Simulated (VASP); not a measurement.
# ZnCu (Pm-3m) in VASP: equation of state

Aim: energy against volume of ZnCu in PBE, for its equilibrium volume and stiffness.

Everything below comes from runs of VASP 6.6.1. Logs are shortened: lines on timing, memory, paths and dates and some standing lists are left out, and cuts for length are marked.

## Step 1: The crystal as given

Symmetry: Pm-3m, No. 221, cubic system. Conventional cell: a = 2.945 Å, b = 2.945 Å, c = 2.945 Å, α = 90.00°, β = 90.00°, γ = 90.00°. Around Zn (site symmetry m-3m) lie 8 Cu at 2.55 Å. Cu (site symmetry m-3m) has 8 Zn at 2.55 Å as nearest neighbours.

## Step 2: Equation of state, PBE, 12.00 Å³/atom (volume scaled by 0.94)

The input, INCAR:

```
ALGO = Normal
EDIFF = 1E-7
ENCUT = 520
GGA = PE
ISIF = 2
ISMEAR = -1
LASPH = T
LCHARG = F
LREAL = F
LWAVE = F
NBANDS = 18
NELM = 60
PREC = Accurate
SIGMA = 0.05
```

The input, KPOINTS:

```
k-points
0
Gamma
  9 9 9
```

The input, POSCAR:

```
ZnCu
1.0
    2.8848810902      0.0000000000      0.0000000000
    0.0000000000      2.8848810902      0.0000000000
    0.0000000000      0.0000000000      2.8848810902
Zn Cu
1 1
Direct
    0.5000000000      0.5000000000      0.5000000000
    0.0000000000      0.0000000000      0.0000000000
```

Potentials or basis: VASP PAW PBE potentials, release 64 (Zn, Cu).

Run with:

```
> cat potpaw_PBE.64/Zn/POTCAR potpaw_PBE.64/Cu/POTCAR > POTCAR
> mpirun -np 1 vasp_std > vasp.out
```

OUTCAR:

```text
EDIFF = 1E-7
   ENCUT = 520
   GGA = PE
   ISIF = 2
   ISMEAR = -1
   LASPH = T
   LREAL = F
   NELM = 60
   PREC = Accurate

 ion  position               nearest neighbor table
   1  0.500  0.500  0.500-   2 2.50   2 2.50   2 2.50   2 2.50   2 2.50   2 2.50   2 2.50   2 2.50

   2  0.000  0.000  0.000-   1 2.50   1 2.50   1 2.50   1 2.50   1 2.50   1 2.50   1 2.50   1 2.50

  LATTYP: Found a simple cubic cell.
 ALAT       =     2.8848810902

  Lattice vectors:

 A1 = (   2.8848810902,   0.0000000000,   0.0000000000)
 A2 = (   0.0000000000,   2.8848810902,   0.0000000000)
 A3 = (   0.0000000000,   0.0000000000,   2.8848810902)

Analysis of symmetry for initial positions (statically):
=====================================================================
 Subroutine PRICEL returns:
 Original cell was already a primitive cell.

 Routine SETGRP: Setting up the symmetry group for a
 simple cubic supercell.

 Subroutine GETGRP returns: Found 48 space group operations
 (whereof 48 operations were pure point group operations)
 out of a pool of 48 trial point group operations.

The static configuration has the point symmetry O_h .

Analysis of symmetry for dynamics (positions and initial velocities):
=====================================================================
 Subroutine PRICEL returns:
 Original cell was already a primitive cell.

 Routine SETGRP: Setting up the symmetry group for a
 simple cubic supercell.

 Subroutine GETGRP returns: Found 48 space group operations
 (whereof 48 operations were pure point group operations)
 out of a pool of 48 trial point group operations.

The dynamic configuration has the point symmetry O_h .

 Subroutine INISYM returns: Found 48 space group operations
 (whereof 48 operations are pure point group operations),
 and found     1 'primitive' translations

----------------------------------------------------------------------------------------

                                     Primitive cell

  volume of cell :      24.0095

  direct lattice vectors                    reciprocal lattice vectors
     2.884881090  0.000000000  0.000000000     0.346634738  0.000000000  0.000000000
     0.000000000  2.884881090  0.000000000     0.000000000  0.346634738  0.000000000
     0.000000000  0.000000000  2.884881090     0.000000000  0.000000000  0.346634738

  length of vectors
     2.884881090  2.884881090  2.884881090     0.346634738  0.346634738  0.346634738

  position of ions in fractional coordinates (direct lattice)
     0.500000000  0.500000000  0.500000000
     0.000000000  0.000000000  0.000000000

  ion indices of the primitive-cell ions
   primitive index   ion index
                 1           1
                 2           2

----------------------------------------------------------------------------------------

 KPOINTS: k-points

Automatic generation of k-mesh.
 Grid dimensions read from file:
 generate k-points for:    9    9    9

 Generating k-lattice:

  Cartesian coordinates                     Fractional coordinates (reciprocal lattice)
     0.038514971  0.000000000  0.000000000     0.111111111  0.000000000  0.000000000
     0.000000000  0.038514971  0.000000000     0.000000000  0.111111111  0.000000000
     0.000000000  0.000000000  0.038514971     0.000000000  0.000000000  0.111111111

  Length of vectors
     0.038514971  0.038514971  0.038514971

  Shift w.r.t. Gamma in fractional coordinates (k-lattice)
     0.000000000  0.000000000  0.000000000

 Subroutine IBZKPT returns following result:
 ===========================================

 Found     35 irreducible k-points:

 Following reciprocal coordinates:
            Coordinates               Weight
  0.000000  0.000000  0.000000      1.000000
  0.111111  0.000000  0.000000      6.000000
  0.222222  0.000000  0.000000      6.000000
  0.333333  0.000000  0.000000      6.000000
  0.444444  0.000000  0.000000      6.000000
  0.111111  0.111111  0.000000     12.000000
[... 27 lines left out ...]
  0.444444  0.444444  0.333333     24.000000
  0.444444  0.444444  0.444444      8.000000
   k-points           NKPTS =     35   k-points in BZ     NKDIM =     35   number of bands    NBANDS=     18
   number of dos      NEDOS =    301   number of ions     NIONS =      2
   total plane-waves  NPLWV =  13824
   dimension x,y,z NGX =    24 NGY =   24 NGZ =   24
   dimension x,y,z NGXF=    48 NGYF=   48 NGZF=   48
   ions per type =               1   1
   NGX,Y,Z   is equivalent  to a cutoff of  13.83, 13.83, 13.83 a.u.
   NGXF,Y,Z  is equivalent  to a cutoff of  27.66, 27.66, 27.66 a.u.
 SYSTEM =  unknown system
   PREC   = accura    normal or accurate (medium, high low for compatibility)
   ISTART =      0    job   : 0-new  1-cont  2-samecut
   ICHARG =      2    charge: 1-file 2-atom 10-const
   ISPIN  =      1    spin polarized calculation?
   LNONCOLLINEAR =      F non collinear calculations
   LSORBIT =      F    spin-orbit coupling
   LASPH  =      T    aspherical Exc in radial PAW
   ENCUT  =  520.0 eV  38.22 Ry    6.18 a.u.   5.36  5.36  5.36*2*pi/ulx,y,z
   NELM   =     60;   NELMIN=  2; NELMDL= -5     # of ELM steps
   EDIFF  = 0.1E-06   stopping-criterion for ELM
   LREAL  =      F    real-space projection
   EDIFFG = 0.1E-05   stopping-criterion for IOM
   NSW    =      0    number of steps for IOM
   IBRION =     -1    ionic relax: 0-MD 1-quasi-New 2-CG
   NFREE  =      0    steps in history (QN), initial steepest desc. (CG)
   ISIF   =      2    stress and relaxation
   ISYM   =      2    0-nonsym 1-usesym 2-fastsym
   POTIM  = 0.5000    time-step for ionic-motion
   TEBEG  =    0.0;   TEEND  =   0.0 temperature during run
   PSTRESS=    0.0 pullay stress
   NELECT =      23.0000    total number of electrons
   NUPDOWN=      -1.0000    fix difference up-down
   EMIN   =  10.00;   EMAX   =-10.00  energy-range for DOS
   EFERMI =   0.00;   METHOD = LEGACY
   ISMEAR =    -1;   SIGMA  =   0.05  broadening in eV -4-tet -1-fermi 0-gaus
   EFERMI_NEDOS =   21; number of points for ismear=-14 and -15
   IALGO  =     38    algorithm
   IMIX   =      4    mixing-type and parameters
     AMIX     =   0.40;   BMIX     =  1.00
     AMIX_MAG =   1.60;   BMIX_MAG =  1.00
  volume/ion in A,a.u.               =      12.00        81.01
  Fermi-wavevector in a.u.,A,eV,Ry     =   1.613824  3.049685 35.435397  2.604428
  Thomas-Fermi vector in A             =   2.708832
   LORBIT       =      0    0 simple, 1 ext, 2 COOP (PROOUT), +10 PAW based schemes
   GGA     = PE    functional components
   LHFCALC =     F    Hartree Fock is set to
   AEXX    =    0.0000 exact exchange contribution
   IVDW    =     0    specifies the selected vdW correction
   LEPSILON=     F    determine dielectric tensor
   LRPA    =     F    only Hartree local field effects (RPA)
 non-spin polarized calculation
  energy-cutoff  :      520.00
  volume of cell :       24.01
 maximum number of plane-waves:       662
 NGX is ok and might be reduce to    24
   NGX = 11   NGY = 11   NGZ = 11

 number of electron      22.9999980 magnetization

 Free energy of the ion-electron system (eV)
  ---------------------------------------------------
  ext. energy  EPLUGINS =         0.00000000
  ---------------------------------------------------
  free energy    TOTEN  =        -4.92466520 eV

  energy without entropy =       -4.92073162  energy(sigma->0) =       -4.92269841

 E-fermi :   6.2221     XC(G=0): -12.7517

 val. band max:        6.1199128356   @ k =   0.3333   0.2222   0.0000
 cond. band min:       6.3189520394   @ k =   0.4444   0.4444   0.2222
 fundamental gap:      0.1990392038
 Fermi energy:         6.2221387234

 k-point     1 :       0.0000    0.0000    0.0000
  band No.  band energies     occupation
      1      -4.6768      2.00000
      2      -1.9188      2.00000
      3      -1.9188      2.00000
      4      -1.1143      2.00000
      5      -1.1143      2.00000
      6      -1.1143      2.00000
[... 10 lines left out ...]
     17      19.4583      0.00000
     18      30.2103      0.00000

 k-point     2 :       0.1111    0.0000    0.0000
  band No.  band energies     occupation
      1      -4.4439      2.00000
      2      -1.8880      2.00000
      3      -1.8654      2.00000
      4      -1.1354      2.00000
      5      -1.1354      2.00000
      6      -1.1027      2.00000
[... 10 lines left out ...]
     17      20.9456      0.00000
     18      28.1824      0.00000

 k-point     3 :       0.2222    0.0000    0.0000
  band No.  band energies     occupation
      1      -3.7670      2.00000
      2      -1.8083      2.00000
      3      -1.7150      2.00000
      4      -1.1886      2.00000
      5      -1.1886      2.00000
      6      -1.0729      2.00000
[... 10 lines left out ...]
     17      24.9360      0.00000
     18      25.5768      0.00000

 k-point     4 :       0.3333    0.0000    0.0000
  band No.  band energies     occupation
      1      -2.7707      2.00000
      2      -1.7145      2.00000
      3      -1.4396      2.00000
      4      -1.2487      2.00000
      5      -1.2487      2.00000
      6      -1.0386      2.00000
[... 606 lines left out ...]
      4      -1.1019      2.00000
      5      -0.9669      2.00000
      6       1.1358      2.00000
[... 10 lines left out ...]
     17      16.8067      0.00000
     18      18.9040      0.00000

 k-point    34 :       0.4444    0.4444    0.3333
  band No.  band energies     occupation
      1      -1.8474      2.00000
      2      -1.6818      2.00000
      3      -1.6765      2.00000
      4      -1.0462      2.00000
      5      -0.8221      2.00000
      6       1.3850      2.00000
[... 10 lines left out ...]
     17      14.5467      0.00000
     18      16.6247      0.00000

 k-point    35 :       0.4444    0.4444    0.4444
  band No.  band energies     occupation
      1      -1.7823      2.00000
      2      -1.7499      2.00000
      3      -1.7499      2.00000
      4      -0.8192      2.00000
      5      -0.8192      2.00000
      6       1.4995      2.00000
[... 10 lines left out ...]
     17      12.5678      0.00000
     18      14.3548      0.00000

------------------------ aborting loop because EDIFF is reached ----------------------------------------

  FORCE on cell =-STRESS in cart. coord.  units (eV):
  Direction    XX          YY          ZZ          XY          YZ          ZX
  --------------------------------------------------------------------------------------
  -------------------------------------------------------------------------------------
  Total        1.8457121      1.8457121      1.8457121      0.0000000      0.0000000     -0.0000000
  in kB      123.1659864    123.1659864    123.1659864      0.0000000      0.0000000     -0.0000000
  external PRESSURE =     123.1659864 kB  Pullay stress =       0.0000000 kB

 VOLUME and BASIS-vectors are now :
 -----------------------------------------------------------------------------
  energy-cutoff  :      520.00
  volume of cell :       24.01
      direct lattice vectors                 reciprocal lattice vectors
     2.884881090  0.000000000  0.000000000     0.346634738  0.000000000  0.000000000
     0.000000000  2.884881090  0.000000000     0.000000000  0.346634738  0.000000000
     0.000000000  0.000000000  2.884881090     0.000000000  0.000000000  0.346634738

 POSITION                                       TOTAL-FORCE (eV/Angst)
 -----------------------------------------------------------------------------------
      1.44244      1.44244      1.44244         0.000000      0.000000      0.000000
      0.00000      0.00000      0.00000         0.000000      0.000000      0.000000
 -----------------------------------------------------------------------------------
    total drift:                                0.000000      0.000000     -0.000000

  FREE ENERGIE OF THE ION-ELECTRON SYSTEM (eV)
  ---------------------------------------------------
  free  energy   TOTEN  =        -4.9246651971 eV

  energy  without entropy=       -4.9207316151  energy(sigma->0) =       -4.92269841
```

It took 27 s on 1 thread of AMD EPYC 7R43 (Zen 3), shared host; peak memory 0.11 GiB.

What came out:

```yaml
Free_energy: -4.9247 eV
Pressure: 12.3 GPa
Band_gap_on_the_k_mesh: none (metal or under the smearing width)
```

## Step 3: Equation of state, PBE, 12.26 Å³/atom (volume scaled by 0.96)

The input, INCAR:

```
SYSTEM = ZnCu
  PREC = Accurate
  ENCUT = 520
  EDIFF = 1E-7
  ISMEAR = -1
  SIGMA = 0.05
  LREAL = .FALSE.
  LASPH = .TRUE.
  NELM = 100
  ALGO = Normal
  ISIF = 2
  LWAVE = .FALSE.
  LCHARG = .FALSE.
  GGA = PE
  NBANDS = 18
```

The input, KPOINTS:

```
Automatic mesh
0
G
  9 9 9
  0 0 0
```

The input, POSCAR:

```
ZnCu
1.0
    2.9051978236      0.0000000000      0.0000000000
    0.0000000000      2.9051978236      0.0000000000
    0.0000000000      0.0000000000      2.9051978236
Zn Cu
1 1
Direct
    0.5000000000      0.5000000000      0.5000000000
    0.0000000000      0.0000000000      0.0000000000
```

Potentials or basis: VASP PAW PBE potentials, release 64 (Zn, Cu).

Run with:

```
> cat potpaw_PBE.64/Zn/POTCAR potpaw_PBE.64/Cu/POTCAR > POTCAR
> mpirun -np 1 vasp_std > vasp.out
```

Wall time 22 s (1 thread of AMD EPYC 7R43 (Zen 3), shared host); peak memory 0.1 GiB.

It converged, with:

| Property | Result |
| --- | --- |
| Free energy | -4.9585 eV |
| Pressure | 8.9 GPa |
| Band gap on the k mesh | none (metal or under the smearing width) |

## Step 4: Equation of state, PBE, 12.52 Å³/atom (volume scaled by 0.98)

The input, INCAR:

```
SYSTEM = ZnCu
  ALGO = Normal
  EDIFF = 1E-7
  ENCUT = 520
  GGA = PE
  ISIF = 2
  ISMEAR = -1
  LASPH = .TRUE.
  LCHARG = .FALSE.
  LREAL = .FALSE.
  LWAVE = .FALSE.
  NBANDS = 18
  NELM = 80
  PREC = Accurate
  SIGMA = 0.05
```

The input, KPOINTS:

```
k-points
0
G
  9 9 9
  0 0 0
```

The input, POSCAR:

```
ZnCu
1.0
    2.9252343038      0.0000000000      0.0000000000
    0.0000000000      2.9252343038      0.0000000000
    0.0000000000      0.0000000000      2.9252343038
Zn Cu
1 1
Direct
    0.5000000000      0.5000000000      0.5000000000
    0.0000000000      0.0000000000      0.0000000000
```

Run with:

```
> cat potpaw_PBE.64/Zn/POTCAR potpaw_PBE.64/Cu/POTCAR > POTCAR
> mpirun -np 1 vasp_std > vasp.out
```

Run time: 24 s. Hardware: 1 thread of AMD EPYC 7R43 (Zen 3), shared host; peak memory 0.1 GiB.

It converged, with:

- Free energy: -4.9819 eV
- Pressure: 5.8 GPa
- Band gap on the k mesh: none (metal or under the smearing width)

## Step 5: Equation of state, PBE, 13.03 Å³/atom (volume scaled by 1.02)

The input, INCAR:

```
PREC = Accurate
ENCUT = 520
EDIFF = 1E-7
ISMEAR = -1
SIGMA = 0.05
LREAL = F
LASPH = T
NELM = 80
ALGO = Normal
ISIF = 2
LWAVE = F
LCHARG = F
GGA = PE
NBANDS = 18
```

The input, KPOINTS:

```
regular mesh
0
Gamma
  9 9 9
```

The input, POSCAR:

```
ZnCu
1.0
    2.9645038797      0.0000000000      0.0000000000
    0.0000000000      2.9645038797      0.0000000000
    0.0000000000      0.0000000000      2.9645038797
Zn Cu
1 1
Direct
    0.5000000000      0.5000000000      0.5000000000
    0.0000000000      0.0000000000      0.0000000000
```

Run with:

```
> cat potpaw_PBE.64/Zn/POTCAR potpaw_PBE.64/Cu/POTCAR > POTCAR
> mpirun -np 1 vasp_std > vasp.out
```

It took 20 s on 1 thread of AMD EPYC 7R43 (Zen 3), shared host; peak memory 0.11 GiB.

Results (log left out):

```
Free energy            : -5.0024 eV
Pressure               : 0.7 GPa
Band gap on the k mesh : none (metal or under the smearing width)
```

## Step 6: Equation of state, PBE, 13.28 Å³/atom (volume scaled by 1.04)

The input, INCAR:

```
SYSTEM = ZnCu
ALGO = Normal
EDIFF = 1E-7
ENCUT = 520
GGA = PE
ISIF = 2
ISMEAR = -1
LASPH = .TRUE.
LCHARG = .FALSE.
LREAL = .FALSE.
LWAVE = .FALSE.
NBANDS = 18
NELM = 80
PREC = Accurate
SIGMA = 0.05
```

The input, KPOINTS:

```
k-points
0
G
  9 9 9
  0 0 0
```

The input, POSCAR:

```
ZnCu
1.0
    2.9837544443      0.0000000000      0.0000000000
    0.0000000000      2.9837544443      0.0000000000
    0.0000000000      0.0000000000      2.9837544443
Zn Cu
1 1
Direct
    0.5000000000      0.5000000000      0.5000000000
    0.0000000000      0.0000000000      0.0000000000
```

Potentials or basis: VASP PAW PBE potentials, release 64 (Zn, Cu).

Run with:

```
> cat potpaw_PBE.64/Zn/POTCAR potpaw_PBE.64/Cu/POTCAR > POTCAR
> mpirun -np 1 vasp_std > vasp.out
```

Wall time 21 s (1 thread of AMD EPYC 7R43 (Zen 3), shared host); peak memory 0.11 GiB.

It converged, with:

* Free energy: -5.0013 eV
* Pressure: -1.4 GPa
* Band gap on the k mesh: none (metal or under the smearing width)

## Step 7: Equation of state, PBE, 13.54 Å³/atom (volume scaled by 1.06)

The input, INCAR:

```
PREC = Accurate ; ENCUT = 520
EDIFF = 1E-7 ; ISMEAR = -1
SIGMA = 0.05 ; LREAL = F
LASPH = T ; NELM = 80
ALGO = Normal ; ISIF = 2
LWAVE = F ; LCHARG = F
GGA = PE ; NBANDS = 18
```

The input, KPOINTS:

```
Automatic mesh
0
Gamma
  9 9 9
```

The input, POSCAR:

```
ZnCu
1.0
    3.0027597620      0.0000000000      0.0000000000
    0.0000000000      3.0027597620      0.0000000000
    0.0000000000      0.0000000000      3.0027597620
Zn Cu
1 1
Direct
    0.5000000000      0.5000000000      0.5000000000
    0.0000000000      0.0000000000      0.0000000000
```

Run with:

```
> cat potpaw_PBE.64/Zn/POTCAR potpaw_PBE.64/Cu/POTCAR > POTCAR
> mpirun -np 1 vasp_std > vasp.out
```

Run time: 20 s. Hardware: 1 thread of AMD EPYC 7R43 (Zen 3), shared host; peak memory 0.11 GiB.

Results (log left out):

| Item | Value |
| --- | --- |
| Free energy | -4.9937 eV |
| Pressure | -3.3 GPa |
| Band gap on the k mesh | none (metal or under the smearing width) |

## Step 8: Equation of state, PBE

This step only gathers the single runs of the series.

What came out:

```
Equilibrium volume                      : 13.11 Å³/atom
Bulk modulus                            : 112 GPa
Pressure derivative of the bulk modulus : 5.0
```

Energy against volume, from the lowest point:
```tsv
volume (Å³/atom)	energy (meV/atom)
12.005	38.85
12.260	21.96
12.516	10.22
12.771	3.08
13.026	0.00
13.282	0.55
13.537	4.33
```
